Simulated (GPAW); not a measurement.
Runs of GPAW 26.7.0 on Ag. It takes space group Fm-3m (No. 225, cubic). Conventional cell: a = 4.085 Å, b = 4.085 Å, c = 4.085 Å, α = 90.00°, β = 90.00°, γ = 90.00°. Ag (site symmetry m-3m) has 12 Ag at 2.89 Å as nearest neighbours. 

```tsv
task	level	potentials or basis	cell	k mesh	cutoff (eV)	maxiter	k mesh for the Wannier functions	dis froz max	extra bands	num iter	other keys	gap on the mesh (eV)	pressure (GPa)
wannier90	revPBE	the program's PAW data sets (release 1.2.1) made for this functional, pw	as given	11 × 11 × 11	600	150	5 × 5 × 5	0.5	6	200	-	none	(a)
phonons	PBEsol+D3(BJ)+ATM	PAW data sets generated in the run's folder for this functional, pw	relaxed	10 × 10 × 10	510	150	-	-	-	-	-	none	0.0
Fermi surface	PBEsol	PAW data sets generated in the run's folder for this functional, pw	as given	9 × 9 × 9	600	100	-	-	-	-	several, not listed	none	-2.7
wannier90	optB88-vdW	GPAW PAW data sets (gpaw-data 1.2.1), other valence, pw	as given	11 × 11 × 11	600	150	5 × 5 × 5	3	4	500	-	none	-
phonons	vdW-DF	GPAW PAW data sets (gpaw-data 1.2.1), other valence, pw	as given	8 × 8 × 8	510	150	-	-	-	-	-	none	-
```

Alike in all rows: no spin polarisation; smearing fermi-dirac 0.05 eV.

Question: Fill in the values left out.

Answer: (a) 7.3.

Caveats: phonon bands are interpolated from a small supercell (some runs); the PAW data sets were made with another functional, which shifts forces and pressure a little (some runs); the cutoff is short for stress and forces, so pressures can be off by a GPa or more (some runs); pairwise dispersion overbinds metals, which lowers pressure and volume (some runs); in doubt: disentanglement not converged (some runs).

A k mesh can miss the band edges, and the runs leave out spin-orbit coupling on Ag.

A gap of «none» marks a metal or a gap under the smearing width.

The runs don't all hold the same shells in valence.

Runs at the PBE level aren't shown here.
